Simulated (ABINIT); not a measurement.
# In (P6_3/mmc) in ABINIT: optical spectrum with LDA

Aim: the optical spectrum of In with LDA.

Everything below comes from runs of ABINIT 10.8.3 (patched build). Logs are shortened: lines on timing, memory, paths and dates and some standing lists are left out, and cuts for length are marked. The log counts tension as positive stress, the text compression.

**1. The crystal as given**

It takes space group P6_3/mmc (No. 194, hexagonal). The conventional cell has a = 3.335 Å, b = 3.335 Å, c = 5.509 Å, α = 90.00°, β = 90.00°, γ = 120.00°. Around In (site symmetry -6m2) lie 12 In at 3.34 to 3.36 Å.

This isn't the form of In at room conditions, which is tetragonal.

**2. Optical spectrum, LDA**

Contents of run.abi:

```
ndtset 3

pp_dirpath "./"
pseudos "In.upf"

acell 6.3031527308 6.3031527309 10.4107713002
rprim
     1.0000000000     0.0000000000     0.0000000000
    -0.5000000000     0.8660254038     0.0000000000
     0.0000000000     0.0000000000     1.0000000000
ntypat 1
znucl 49
natom 2
typat 1 1
xred
            2/3            1/3            3/4
            1/3            2/3            1/4

ecut 952.398519 eV

ngkpt 16 16 8
nshiftk 1
shiftk 0.0 0.0 0.5
istwfk *1

ixc 7

occopt 3
tsmear 0.00734986

nstep 80

iomode 3
prteig 0
prtebands 0

nband1 17
tolvrs1 1.0e-12
prtden1 1
prtwf1 0
kptopt1 1

iscf2 -3
getden2 1
nband2 25
nbdbuf2 4
tolwfr2 1.0e-12
nstep2 120
prtden2 0
kptopt2 1

optdriver3 8
wfk_task3 "wfk_optics_fullbz"
getwfk3 2
nband3 21
kptopt3 1
prtevk3 1
inclvkb3 2
```

Contents of optic.abi:

```
&FILES
 ddkfile_1 = 'runo_DS3_1_EVK.nc',
 ddkfile_2 = 'runo_DS3_2_EVK.nc',
 ddkfile_3 = 'runo_DS3_3_EVK.nc',
 wfkfile = 'runo_DS3_WFK.nc'
/
&PARAMETERS
 broadening = 0.001837,
 domega = 0.002,
 maxomega = 0.8,
 scissor = 0.000000,
 tolerance = 0.002
/
&COMPUTATIONS
 num_lin_comp = 2,
 lin_comp = 11,33,
 num_nonlin_comp = 0
/
```

Potentials or basis: PseudoDojo NC SR LDA v0.4.1 standard.

Launch:

```sh
> mpirun --bind-to none -np 4 abinit run.abi > log 2>&1
> optic optic.abi > optic.log 2>&1
```

run.abo:

```text
.Version 10.8.3 of ABINIT
 DATASET    1 : space group P6_3/m m c (#194); Bravais hP (primitive hexag.)
================================================================================
 Values of the parameters that define the memory need for DATASET  1.
     intxc =       0    ionmov =       0      iscf =       7    lmnmax =       6
     lnmax =       6     mgfft =      60  mpssoang =       3    mqgrid =    3001
     natom =       2  nloc_mem =       1    nspden =       1   nspinor =       1
    nsppol =       1      nsym =      24    n1xccc =    2501    ntypat =       1
    occopt =       3   xclevel =       1
       mpw =        3610          nfft =       77760          nkpt =         120
================================================================================
================================================================================
[... 13 lines left out ...]
 DATASET    3 : space group P6_3/m m c (#194); Bravais hP (primitive hexag.)
================================================================================
 Values of the parameters that define the memory need for DATASET  3.
     intxc =       0    ionmov =       0      iscf =       7    lmnmax =       6
     lnmax =       6     mgfft =      60  mpssoang =       3    mqgrid =    3001
     natom =       2  nloc_mem =       1    nspden =       1   nspinor =       1
    nsppol =       1      nsym =      24    n1xccc =    2501    ntypat =       1
    occopt =       3   xclevel =       1
       mpw =        3610          nfft =       77760          nkpt =         120
================================================================================
================================================================================

--------------------------------------------------------------------------------
------------- Echo of variables that govern the present computation ------------
--------------------------------------------------------------------------------
 -outvars: echo values of preprocessed input variables --------
            acell      6.3031527308E+00  6.3031527309E+00  1.0410771300E+01 Bohr
              amu      1.14820000E+02
             ecut      3.50000000E+01 Hartree
           getden1          0
           getden2          1
           getden3          0
           getwfk1          0
           getwfk2          0
           getwfk3          2
             iscf1          7
             iscf2         -3
             iscf3          7
              ixc           7
           jdtset        1    2    3
                       outvar_i_n : Printing only first  50 k-points.
         kptrlatt       16    0    0      0   16    0      0    0    8
          kptrlen      8.32861704E+01
            natom           2
            nband1         17
            nband2         25
            nband3         21
           nbdbuf1          0
           nbdbuf2          4
           nbdbuf3          0
           ndtset           3
            ngfft          36      36      60
             nkpt         120
            nstep1         80
            nstep2        120
            nstep3         80
             nsym          24
           ntypat           1
                       prtocc : prtvol=0, do not print more k-points.
                       prtocc : prtvol=0, do not print more k-points.
                       prtocc : prtvol=0, do not print more k-points.
           occopt           3
        optdriver1          0
        optdriver2          0
        optdriver3          8
           prtden1          1
           prtden2          0
           prtden3          1
        prtebands           0
           prteig           0
           prtevk1          0
           prtevk2          0
           prtevk3          1
            prtwf1          0
            prtwf2          1
            prtwf3          1
            rprim      1.0000000000E+00  0.0000000000E+00  0.0000000000E+00
                      -5.0000000000E-01  8.6602540380E-01  0.0000000000E+00
                       0.0000000000E+00  0.0000000000E+00  1.0000000000E+00
           shiftk      0.00000000E+00  0.00000000E+00  5.00000000E-01
          spgroup         194
           tolvrs1     1.00000000E-12
           tolvrs2     0.00000000E+00
           tolvrs3     0.00000000E+00
           tolwfr1     0.00000000E+00
           tolwfr2     1.00000000E-12
           tolwfr3     0.00000000E+00
           tsmear      7.34986000E-03 Hartree
            typat      1  1
         wfk_task1          0
         wfk_task2          0
         wfk_task3          7
                       outvars : Printing only first  50 k-points.
           xangst      1.6677423898E+00  9.6287151776E-01  4.1318571872E+00
                      -1.7638961705E-11  1.9257430355E+00  1.3772857291E+00
            xcart      3.1515763654E+00  1.8195634630E+00  7.8080784752E+00
                      -3.3332806768E-11  3.6391269260E+00  2.6026928251E+00
             xred      6.6666666667E-01  3.3333333333E-01  7.5000000000E-01
[... 211 lines left out ...]
  8.21E-13  7.87E-13  8.95E-13  5.27E-13  7.21E-13  8.93E-13  5.89E-10  6.86E-08
  1.89E-07
 -3.1092E-01 -3.0892E-01 -3.0770E-01 -3.0770E-01 -3.0669E-01 -3.0669E-01
 -3.0403E-01 -3.0403E-01 -2.9755E-01 -2.9755E-01 -1.2223E-01  4.8362E-02
  1.1562E-01  5.3059E-01  5.3059E-01  5.8700E-01  5.9615E-01  5.9615E-01
  6.3687E-01  6.4997E-01  7.3263E-01  7.4614E-01  7.4614E-01  7.5810E-01
  7.8685E-01
 prteigrs : prtvol=0 or 1, do not print more k-points.

--- !ResultsGS
iteration_state: {dtset: 2, }
comment   : Summary of ground state results
lattice_vectors:
- [  6.3031527,   0.0000000,   0.0000000, ]
- [ -3.1515764,   5.4586904,   0.0000000, ]
- [  0.0000000,   0.0000000,  10.4107713, ]
lattice_lengths: [   6.30315,    6.30315,   10.41077, ]
lattice_angles: [ 90.000,  90.000, 120.000, ] # degrees, (23, 13, 12)
lattice_volume:   3.5820298E+02
convergence: {deltae:  0.000E+00, res2:  0.000E+00, residm:  9.998E-13, diffor:  0.000E+00, }
etotal    :  -1.32498082E+02
entropy   :   0.00000000E+00
fermie    :   2.25023364E-01
cartesian_stress_tensor: null
pressure_GPa: null
xred      :
- [  6.6667E-01,   3.3333E-01,   7.5000E-01, In]
- [  3.3333E-01,   6.6667E-01,   2.5000E-01, In]
cartesian_forces: null
force_length_stats: {min: null, max: null, mean: null, }
...

 Integrated electronic density in atomic spheres:
 ------------------------------------------------
 Atom  Sphere_radius  Integrated_density
    1        2.00000          9.91572541
    2        2.00000          9.91572541
================================================================================

 ----iterations are completed or convergence reached----

 Mean square residual over all n,k,spin=   54.952E-14; max=  99.981E-14
 reduced coordinates (array xred) for    2 atoms
       0.666666666667      0.333333333333      0.750000000000
       0.333333333333      0.666666666667      0.250000000000

 cartesian coordinates (angstrom) at end:
    1      1.66774238984995     0.96287151775649     4.13185718718853
    2     -0.00000000001764     1.92574303551298     1.37728572906284
 length scales=  6.303152730800  6.303152730900 10.410771300200 bohr
              =  3.335484779718  3.335484779770  5.509142916251 angstroms
 Eigenvalues (hartree) for nkpt= 120  k points:
 kpt#   1, nband= 25, wtk=  0.00098, kpt=  0.0000  0.0000  0.0625 (reduced coord)
  -0.31092   -0.30892   -0.30770   -0.30770   -0.30669   -0.30669   -0.30403   -0.30403
  -0.29755   -0.29755   -0.12223    0.04836    0.11562    0.53059    0.53059    0.58700
   0.59615    0.59615    0.63687    0.64997    0.73263    0.74614    0.74614    0.75810
   0.78685
      occupation numbers for kpt#   1
   2.00000    2.00000    2.00000    2.00000    2.00000    2.00000    2.00000    2.00000
   2.00000    2.00000    2.00000    2.00000    2.00000    0.00000    0.00000    0.00000
   0.00000    0.00000    0.00000    0.00000    0.00000    0.00000    0.00000    0.00000
   0.00000
 prteigrs : prtvol=0 or 1, do not print more k-points.

--- !EnergyTerms
iteration_state     : {dtset: 2, }
comment             : Components of total free energy in Hartree
kinetic             :  8.32637774950951E+01
hartree             :  2.76210990337793E+01
xc                  : -3.94207022758592E+01
Ewald energy        : -8.65905105060493E+01
psp_core            :  3.66443975734120E+00
local_psp           : -9.15517320586622E+01
non_local_psp       : -2.94798203644637E+01
internal            : -1.32493448918819E+02
'-kT*entropy'       : -4.63334636936837E-03
total_energy        : -1.32498082265188E+02
...

--- !EnergyTermsDC
iteration_state     : {dtset: 2, }
comment             : '"Double-counting" decomposition of free energy'
band_energy         : -5.58141990986313E+00
Ewald energy        : -8.65905105060493E+01
psp_core            :  3.66443975734120E+00
xc_dc               : -4.39859583801309E+01
internal            : -1.32493449038702E+02
'-kT*entropy'       : -4.63334636936837E-03
total_energy_dc     : -1.32498082385071E+02
...

================================================================================
== DATASET  3 ==================================================================

--- !DatasetInfo
iteration_state: {dtset: 3, }
dimensions: {natom: 2, nkpt: 120, mband: 21, nsppol: 1, nspinor: 1, nspden: 1, mpw: 3610, }
cutoff_energies: {ecut:  35.0, pawecutdg:  -1.0, }
electrons: {nelect:   2.60000000E+01, charge:   0.00000000E+00, occopt:   3.00000000E+00, tsmear:   7.34986000E-03, }
meta: {optdriver: 8, wfk_task: 7, }
...

 mkfilename : getwfk/=0, take file _WFK from output of DATASET   2.

 Exchange-correlation functional for the present dataset will be:
  LDA: Perdew-Wang 92 LSD fit to Ceperley-Alder data - ixc=7
  J.P.Perdew and Y.Wang, PRB 45, 13244 (1992)

--------------------------------------------------------------------------------

 Computation of velocity matrix elements (DDK)

 Parameters extracted from the Abinit header:
    ecut:     35.0
    nkpt:    2048
    mband:   25
    nsppol:  1
    nspinor: 1
    useylm:  0
    inclvkb: 2
    bmin: 1, bmax: 25
    Computing diagonal and off-diagonal matrix elements
    Between band index bmin: 1, bmax: 25

== END DATASET(S) ==============================================================
================================================================================

 -outvars: echo values of variables after computation  --------
            acell      6.3031527308E+00  6.3031527309E+00  1.0410771300E+01 Bohr
           etotal1    -1.3249808239E+02
           etotal2    -1.3249808239E+02
           etotal3     0.0000000000E+00
            fcart1    -8.5438044679E-29 -4.9327678093E-29 -0.0000000000E+00
                       8.5438044679E-29  4.9327678093E-29 -0.0000000000E+00
            fcart3     0.0000000000E+00  0.0000000000E+00  0.0000000000E+00
                       0.0000000000E+00  0.0000000000E+00  0.0000000000E+00
            rprim      1.0000000000E+00  0.0000000000E+00  0.0000000000E+00
                      -5.0000000000E-01  8.6602540380E-01  0.0000000000E+00
                       0.0000000000E+00  0.0000000000E+00  1.0000000000E+00
           strten1     9.0989685497E-05  9.0989684798E-05  9.9942312777E-05
                       0.0000000000E+00  0.0000000000E+00  9.4538782639E-14
           strten3     0.0000000000E+00  0.0000000000E+00  0.0000000000E+00
                       0.0000000000E+00  0.0000000000E+00  0.0000000000E+00
           xangst      1.6677423898E+00  9.6287151776E-01  4.1318571872E+00
                      -1.7638961705E-11  1.9257430355E+00  1.3772857291E+00
             xred      6.6666666667E-01  3.3333333333E-01  7.5000000000E-01
                       3.3333333333E-01  6.6666666667E-01  2.5000000000E-01
 Calculation completed.
```

Run time: 81 s. Hardware: 4 MPI ranks of AMD EPYC 9R45 (Zen 5), shared host; peak memory 4 GiB.

Results:

| Property | Result |
| --- | --- |
| Free energy | -3605.4565 eV |
| Pressure | -2.8 GPa |

Dielectric function (mean over the directions given):
```
energy (eV)  real part  imaginary part
       0.33      74.65           45.32
       0.76      18.91           82.57
       1.31     -11.84           29.30
       1.74      -8.08           29.60
       2.29      -9.83            8.48
       2.83      -8.81            4.30
       3.27      -6.02            2.90
       3.81      -3.69            1.88
       4.25      -2.62            1.62
       4.79      -2.34            1.28
       5.33      -1.44            0.76
       5.77      -1.29            0.62
       6.31      -0.78            0.48
       6.75      -0.45            0.59
       7.29      -0.40            0.39
       7.84      -0.12            0.22
       8.27       0.07            0.18
       8.82       0.24            0.13
       9.36       0.39            0.18
       9.80       0.45            0.12
      10.34       0.56            0.11
      10.78       0.68            0.08
      11.32       0.73            0.10
      11.86       0.86            0.07
      12.30       0.92            0.06
      12.84       1.03            0.05
      13.28       1.14            0.04
      13.82       1.32            0.06
      14.37       1.61            0.50
      14.80       1.36            0.69
      15.35       1.20            0.87
      15.89       1.07            0.45
      16.33       1.07            0.61
      16.87       0.95            0.80
      17.31       1.09            0.50
      17.85       1.14            0.87
      18.39       1.11            0.97
      18.83       0.92            0.66
      19.38       0.72            0.75
      19.92       0.84            0.69
```

Caveat: the intraband (Drude) term is left out; spectra need much finer meshes, so this one isn't converged; independent-particle spectra lack excitons.
